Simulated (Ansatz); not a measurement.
Crystal: NiO.

```
CELL_PARAMETERS angstrom
0.00000 2.28355 2.28355
2.28355 0.00000 2.28355
2.28355 2.28355 0.00000
ATOMIC_POSITIONS crystal
Ni 0.00000 0.00000 0.00000
O 0.25000 0.25000 0.25000
```

Measurements of this composition are mostly on another form, of space group No. 225.

| Item | Value |
| --- | --- |
| Program | Ansatz 0.2.0 |
| Task | relaxation of cell and atoms |
| Functional | HF |
| Potentials or basis | Ansatz PAW |
| Cutoff | 420 eV (not typed: the program's choice for these potentials) |
| k mesh | 5 × 5 × 5 |
| Occupations | fermi-dirac, width 0.05 eV |
| Spin | collinear spin, ferromagnetic start |
| Starting moments | [1.0, 0.0] μB |

At the start: volume 11.91 Å³/atom.

Question: Where does the relaxation end?

Answer: It ends after 7 steps and the volume is 11.09 Å³/atom (-6.8 %); space group F-43m (No. 216, to 0.05 Å); moment 2.00 μB per cell.

The path:
```csv
step,energy change (eV),largest force (eV/Å),volume (Å³)
1,0.0000,0.0000,23.82
2,-0.0700,0.0000,22.75
3,-0.0856,0.0000,22.10
4,-0.0850,0.0000,22.17
5,-0.0688,0.0000,22.17
6,-0.0686,0.0000,22.19
7,-0.0686,0.0000,22.19
```

Final structure:
```xyz
2
Lattice="0.0000 2.2303 2.2303 2.2303 0.0000 2.2303 2.2303 2.2303 0.0000" Properties=species:S:1:pos:R:3 pbc="T T T"
Ni    0.0000    0.0000    0.0000
O     1.1151    1.1151    1.1151
```

Caveat: the k mesh is coarse (spacing up to 0.48 Å⁻¹), so the values aren't converged, least of all with exact exchange; the magnetic or orbital state may not be the lowest; the plane-wave basis is chosen anew once the cell has moved, so the energies of steps on either side of that aren't comparable; the pressure holds a Pulay correction of +1.6 GPa for the finite cutoff; a cell with one magnetic atom can't hold antiferromagnetic order, which such compounds often take; the PAW data sets come from PBE, with cores solved anew for the run's functional, which leaves a small shift of forces and pressure.
